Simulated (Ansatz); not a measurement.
Wanted: the native input for an Ansatz 0.2.0 run.

- Task: band structure
- Functional: PBE0
- Potentials or basis: Ansatz PAW
- Cutoff: 420 eV (not typed: the program's choice for these potentials)
- k mesh: 6 × 6 × 3
- Occupations: fermi-dirac, width 0.05 eV
- Spin: no spin polarisation
- Path: [["G", "M", "K", "G", "A", "L", "H", "A"], ["L", "M"], ["K", "H"]]
- Points for each segment of the path: 4

SiC (Moissanite):

```
Si C
1.0
     3.07600    0.00000    0.00000
    -1.53800    2.66389    0.00000
     0.00000    0.00000    5.04800
Si C
2 2
Direct
  0.66667 0.33333 0.50000
  0.33333 0.66667 0.00000
  0.66667 0.33333 0.88500
  0.33333 0.66667 0.38500
```

These files were run (other wordings do the same):

input.yaml

```yaml
crystal:
  lattice:
    - [3.076, 0.0, 0.0]
    - [-1.538, 2.663894142, 0.0]
    - [0.0, 0.0, 5.048]
  atoms:
    - { symbol: Si, position: [0.6666666667, 0.3333333333, 0.5] }
    - { symbol: Si, position: [0.3333333333, 0.6666666667, 0.0] }
    - { symbol: C, position: [0.6666666667, 0.3333333333, 0.885] }
    - { symbol: C, position: [0.3333333333, 0.6666666667, 0.385] }
hamiltonian:
  xc: pbe0
  pseudopotentials: { kind: paw }
kpoints:
  mp_grid: { grid: [6, 6, 3] }
  band_path:
    path:
      - [[0.0, 0.0, 0.0], [0.5, 0.0, 0.0], [0.3333333333, 0.3333333333, 0.0], [0.0, 0.0, 0.0], [0.0, 0.0, 0.5], [0.5, 0.0, 0.5], [0.3333333333, 0.3333333333, 0.5], [0.0, 0.0, 0.5]]
      - [[0.5, 0.0, 0.5], [0.5, 0.0, 0.0]]
      - [[0.3333333333, 0.3333333333, 0.0], [0.3333333333, 0.3333333333, 0.5]]
    npoints: 4
scf:
  occupations: { method: fermi_dirac, width: 0.05 }
  n_extra_bands: 10
output:
  forces: true
  stress: true
  eigenvalues: true
  fatbands: false
```

Potentials or basis: Ansatz PAW.

The run is started by

```bash
$ ansatz run input.yaml --threads 2 --pin off --max-ram 5632MiB --backend cpu --events-out ev --progress --plain --runs-dir out
```

It gave:

```
Pressure                : -1.2 GPa
Largest force           : 0.773 eV/Å
Band gap on the k mesh  : 3.91 eV, indirect (least direct gap 5.92 eV)
Band gap along the path : 3.91 eV, indirect (least direct gap 5.92 eV)
```

Caveat: the PAW data sets come from PBE, with cores solved anew for the run's functional, which leaves a small shift of forces and pressure; the thresholds are loose for stress.

Wall time 59 s on 2 threads of Intel(R) Xeon(R) 6975P-C (Granite Rapids), with other jobs on the host, peak memory 0.78 GiB.
